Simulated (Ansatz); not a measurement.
Input and command of a calculation in Ansatz (plane waves; scalar-relativistic PAW potentials unless the input names others):

```yaml
crystal:
  lattice:
    - [2.7515237418, 0.0, 0.0]
    - [-1.3757618709, 2.3828894595, 0.0]
    - [0.0, 0.0, 17.1199300486]
  atoms:
    - { symbol: Co, position: [0.6666666667, 0.3333333333, 0.8333333333] }
    - { symbol: Co, position: [0.3333333333, 0.6666666667, 0.1666666667] }
    - { symbol: Co, position: [0.0, 0.0, 0.5] }
    - { symbol: Pd, position: [0.0, 0.0, 0.0] }
    - { symbol: Pd, position: [0.6666666667, 0.3333333333, 0.3333333333] }
    - { symbol: Pd, position: [0.3333333333, 0.6666666667, 0.6666666667] }
    - { symbol: O, position: [0.3333333333, 0.6666666667, 0.7786221751] }
    - { symbol: O, position: [0.0, 0.0, 0.8880444916] }
    - { symbol: O, position: [0.0, 0.0, 0.1119555084] }
    - { symbol: O, position: [0.6666666667, 0.3333333333, 0.2213778249] }
    - { symbol: O, position: [0.6666666667, 0.3333333333, 0.4452888417] }
    - { symbol: O, position: [0.3333333333, 0.6666666667, 0.5547111583] }
kpoints:
  mp_grid: { grid: [12, 12, 2] }
hamiltonian:
  xc: pbe
  hubbard: { sites: [{ species: Co, l: d, u_eff: 3.32 }] }
  pseudopotentials: { kind: nc, accuracy: standard }
scf:
  occupations: { method: gaussian, width: 0.1 }
output:
  forces: true
  eigenvalues: true
  stress: true
relax:
  adjacent_minimum: "off"
  f_tol: 0.008
  max_steps: 40
total_charge: -1
```

```bash
ansatz run input.yaml --threads 1 --pin off --max-ram 2560MiB --backend cpu --events-out ev --progress --plain --runs-dir out
```

Abridged log:
```
Warning: output.stress: scf.convergence.dr2_threshold = 6.4e-8 eV (the default of a walk held to its f_tol) is looser than the 1.2e-9 eV advised for a printed stress (1e-10 eV for each atom of the cell: 12). ...
Pseudopotentials: kind: nc
Pseudopotential: Co, nc, valence charge 17, recommended cutoff 1306.14654 eV (normal), Co.nc.azcp (PseudoDojo's, or run here from an input of PseudoDojo's; its table is named by hamiltonian.pseudopotentials.accuracy)
Pseudopotential: Pd, nc, valence charge 18, recommended cutoff 1115.666836 eV (normal), Pd.nc.azcp (PseudoDojo's, or run here from an input of PseudoDojo's; its table is named by hamiltonian.pseudopotentials.accuracy)
Pseudopotential: O, nc, valence charge 6, recommended cutoff 1142.878222 eV (normal), O.nc.azcp (PseudoDojo's, or run here from an input of PseudoDojo's; its table is named by hamiltonian.pseudopotentials.accuracy)
Functional definition: PBE
Crystal: 12 atoms, lattice volume = 112.248 Å³
Basis set: ecut = 1306.14654 eV, 11987 PW (Γ), exchange–correlation on 72×72×432 points (8 copies of the dense FFT grid, shifted against one another)
Bands: 86, of which v1, the nominal top of the filled ones, is band 71 counted from 1 (70 counted from 0)
Symmetry: 36 space group operations
Space group: R-3m (ITA 166), of the structure as read, at distance tolerance 4.8e-5 Å
k-points: 38 of 288
Initial density: superposition of atomic densities (chi_scale 0.1, normalization cell, long waves of neutral atoms scaled as one to the charged cell's electrons under a Hubbard term (reshape's long-wave potential 0.26 eV rms, cloud 2.05 Å wide))
Initial wavefunctions: pseudopotential atomic-orbital guess
Functional: x = pbe(κ = 0.804, μ = 0.21951497), c = pbe(β = 0.06672455)
SCF iter   1: F=—  HF=-26253.513674 eV  |F-HF|=—  |Δ(HF+E_count)|=         —  Δρ=5.38e-1  dr2=6.15e2  ethr=3.10e-3  ⟨swp⟩=8.0  Hψ=13868  notcnv=0  defer=63
SCF iter   2: F=—  HF=-26261.987468 eV  |F-HF|=—  |Δ(HF+E_count)|=    8.47e0  Δρ=5.75e-1  dr2=3.92e2  ethr=3.10e-3  ⟨swp⟩=5.7  Hψ=9806  notcnv=0  defer=211
SCF iter   3: F=—  HF=-26226.744762 eV  |F-HF|=—  |Δ(HF+E_count)|=    3.52e1  Δρ=2.12e-1  dr2=1.71e1  ethr=3.10e-3  ⟨swp⟩=4.9  Hψ=8239  notcnv=0  defer=194
SCF iter   4: F=—  HF=-26225.660321 eV  |F-HF|=—  |Δ(HF+E_count)|=    1.08e0  Δρ=1.39e-1  dr2=4.85e0  ethr=3.10e-3  ⟨swp⟩=3.6  Hψ=6672  notcnv=0  defer=208
SCF iter   5: F=—  HF=-26226.070067 eV  |F-HF|=—  |Δ(HF+E_count)|=   4.10e-1  Δρ=2.70e-2  dr2=5.63e-1  ethr=3.10e-3  ⟨swp⟩=3.9  Hψ=6988  notcnv=0  defer=211
SCF iter   6: F=—  HF=-26225.975245 eV  |F-HF|=—  |Δ(HF+E_count)|=   9.48e-2  Δρ=9.35e-3  dr2=5.77e-2  ethr=3.97e-4  ⟨swp⟩=2.6  Hψ=4864  notcnv=0  defer=211
SCF iter   7: F=—  HF=-26225.970311 eV  |F-HF|=—  |Δ(HF+E_count)|=   4.93e-3  Δρ=2.02e-3  dr2=6.34e-3  ethr=4.06e-5  ⟨swp⟩=2.2  Hψ=5464  notcnv=0  defer=211
SCF iter   8: F=—  HF=-26225.970510 eV  |F-HF|=—  |Δ(HF+E_count)|=   1.98e-4  Δρ=3.18e-3  dr2=8.44e-3  ethr=4.46e-6  ⟨swp⟩=2.1  Hψ=5107  notcnv=0  defer=211
   ...
SCF 1 converged in 13 iterations: F = -26225.969539 eV  dr2 = 2.06e-7
   ...
SCF iter   5: F=—  HF=-26225.969603 eV  |F-HF|=—  |Δ(HF+E_count)|=   3.50e-7  Δρ=7.75e-6  dr2=1.89e-7  ethr=1.38e-9  ⟨swp⟩=2.3  Hψ=4478  notcnv=0  defer=10
SCF iter   6: F=-26225.969603 eV  HF=-26225.969603 eV  |F-HF|=6.70e-9  |Δ(HF+E_count)|=   3.02e-8  Δρ=1.63e-6  dr2=9.40e-9  ethr=4.78e-11  ⟨swp⟩=12.0  Hψ=18196  notcnv=0
SCF 2 converged in 6 iterations: F = -26225.969603 eV  dr2 = 9.40e-9
relax step   2: F+E_penalty+E_count = -26225.96960303 eV  Δ(F+E_penalty+E_count) = -6.439e-5 eV  max|allowed force component| = 1.592e-2 eV/Å  Δτ_max = 0.0004 Å  (6 SCF iters, accepted)
SCF iter   1: F=—  HF=-26225.969555 eV  |F-HF|=—  |Δ(HF+E_count)|=         —  Δρ=1.63e-4  dr2=4.34e-5  ethr=3.12e-7  ⟨swp⟩=4.1  Hψ=6815  notcnv=0
SCF iter   2: F=—  HF=-26225.969624 eV  |F-HF|=—  |Δ(HF+E_count)|=   6.88e-5  Δρ=9.73e-5  dr2=6.23e-6  ethr=3.06e-8  ⟨swp⟩=1.1  Hψ=3780  notcnv=0
SCF iter   3: F=—  HF=-26225.969623 eV  |F-HF|=—  |Δ(HF+E_count)|=   8.74e-7  Δρ=3.50e-5  dr2=3.50e-6  ethr=4.39e-9  ⟨swp⟩=2.5  Hψ=4992  notcnv=0
SCF iter   4: F=—  HF=-26225.969623 eV  |F-HF|=—  |Δ(HF+E_count)|=   4.12e-7  Δρ=2.04e-5  dr2=1.53e-6  ethr=2.46e-9  ⟨swp⟩=1.2  Hψ=3084  notcnv=0
SCF iter   5: F=—  HF=-26225.969623 eV  |F-HF|=—  |Δ(HF+E_count)|=   2.79e-7  Δρ=6.84e-6  dr2=1.61e-7  ethr=1.08e-9  ⟨swp⟩=2.3  Hψ=4411  notcnv=0
SCF iter   6: F=-26225.969623 eV  HF=-26225.969623 eV  |F-HF|=4.33e-9  |Δ(HF+E_count)|=   2.71e-8  Δρ=1.50e-6  dr2=6.44e-9  ethr=4.51e-11  ⟨swp⟩=12.1  Hψ=18019  notcnv=0
SCF 3 converged in 6 iterations: F = -26225.969623 eV  dr2 = 6.44e-9
relax step   3: F+E_penalty+E_count = -26225.96962258 eV  Δ(F+E_penalty+E_count) = -1.954e-5 eV  max|allowed force component| = 1.441e-6 eV/Å  Δτ_max = 0.0004 Å  (6 SCF iters, accepted)
SCF converged after 6 iterations
Free energy (F): -26225.969623 eV
Harris-Foulkes:  -26225.969623 eV  (|F-HF|=4.33e-9)
Internal energy: -26225.952343 eV  (E = F + TS)
E sigma→0 (E₀):  -26225.960983 eV
Entropy (-TS):   -0.017279 eV (-1.440 meV/atom)
Fermi energy:    17.898065 eV
--- Forces (eV/Å), atoms counted from 1 ---
  atom   1  Co     0.00000000     0.00000000     0.00000000
  atom   2  Co     0.00000000     0.00000000     0.00000000
  atom   3  Co     0.00000000     0.00000000     0.00000000
  atom   4  Pd     0.00000000     0.00000000     0.00000000
  atom   5  Pd     0.00000000     0.00000000     0.00000000
  atom   6  Pd     0.00000000     0.00000000     0.00000000
  atom   7  O      0.00000000     0.00000000    -0.00000144
  atom   8  O      0.00000000     0.00000000     0.00000144
  atom   9  O      0.00000000     0.00000000    -0.00000144
  atom  10  O      0.00000000     0.00000000     0.00000144
  atom  11  O      0.00000000     0.00000000    -0.00000144
  atom  12  O      0.00000000     0.00000000     0.00000144
--- Stress (GPa, compression-positive) ---
       31.085033       0.000000       0.000000
        0.000000      31.085033       0.000000
        0.000000       0.000000      49.269737
  P = ⅓ Tr σ = 37.1466 GPa (371.466 kbar)
Occupation matrices written to <dir>
--- Relaxed structure (3 steps of the walk, 3 accepted, 0 SCFs on fresh bases) ---
  F+E_penalty+E_count = -26225.96962258 eV   max|allowed force component| = 1.441e-6 eV/Å
  atoms:
    - { symbol: Co, position: [0.66666666, 0.33333333, 0.83333333] }
    - { symbol: Co, position: [0.33333333, 0.66666666, 0.16666666] }
    - { symbol: Co, position: [0.0, 0.0, 0.49999999] }
    - { symbol: Pd, position: [0.0, 0.0, 0.0] }
    - { symbol: Pd, position: [0.66666666, 0.33333333, 0.33333333] }
    - { symbol: Pd, position: [0.33333333, 0.66666666, 0.66666666] }
    - { symbol: O, position: [0.33333333, 0.66666666, 0.77867184] }
    - { symbol: O, position: [0.0, 0.0, 0.88799482] }
    - { symbol: O, position: [0.0, 0.0, 0.11200517] }
    - { symbol: O, position: [0.66666666, 0.33333333, 0.22132815] }
    - { symbol: O, position: [0.66666666, 0.33333333, 0.44533850] }
    - { symbol: O, position: [0.33333333, 0.66666666, 0.55466149] }
```

Apart from outputs and empty bands, the input differs from a reference run on usual settings in total_charge: not typed → -1; hamiltonian.pseudopotentials: not typed → {"kind": "nc", "accuracy": "standard"}; basis.ecutwfc: 420 → not typed. The reference, at the same start, ended its own course with pressure 34.65 GPa, largest force 0.001 eV/Å, no gap on the mesh. This run converged in 25 SCF iterations over all its steps (reference: 28) with a total energy on another zero, pressure 37.15 GPa (with the neutralising background of the charged cell), largest force 0.000 eV/Å, no gap on the mesh.

It took 5.6 min on 1 thread of Arm Neoverse V2, with other jobs on the host, peak memory 2.2 GiB.